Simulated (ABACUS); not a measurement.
**Sn under changes of volume**

One of the cells (33.803 Å³/atom); the others are scaled copies at fixed shape and fractional positions:

```
CELL_PARAMETERS angstrom
0.00000 3.23334 3.23334
3.23334 0.00000 3.23334
3.23334 3.23334 0.00000
ATOMIC_POSITIONS crystal
Sn 0.75000 0.75000 0.75000
Sn 0.50000 0.50000 0.50000
```

This isn't the form of Sn at room conditions, which is tetragonal (white tin).

```yaml
Program: ABACUS 3.10.1
Functional: PBE
Potentials_or_basis: PseudoDojo NC SR 0.4.1 PBE standard
Cutoff: 993 eV
Density_cutoff: 3973 eV
Basis: plane waves
k_mesh: 7 × 7 × 7
Occupations: fermi-dirac, width 0.05 eV
Spin: no spin polarisation
```

```tsv
volume (Å³/atom)	energy over the lowest point (meV/atom)	pressure (GPa)
31.775	102.95	7.7
32.451	?	?
33.127	49.49	5.0
33.803	30.69	3.9
34.479	16.48	2.9
35.155	6.39	2.0
35.831	0.00	1.1
```

**Question.** What does the run at 32.451 Å³/atom give?

**Answer.** Energy over the lowest point 73.38 meV/atom; pressure 6.3 GPa.

Worked out: A Birch-Murnaghan fit of order 3 (a polynomial in V^(-2/3)) to the other rows has its minimum at 36.85 Å³/atom, just outside them, with B0 = V·E''(V) = 37 GPa and B' = 4.7. It gives 73.38 meV/atom at 32.451 Å³/atom, against the run's 73.38, and -dE/dV = 6.3 GPa, against 6.3.

Energies are extrapolated to zero smearing.
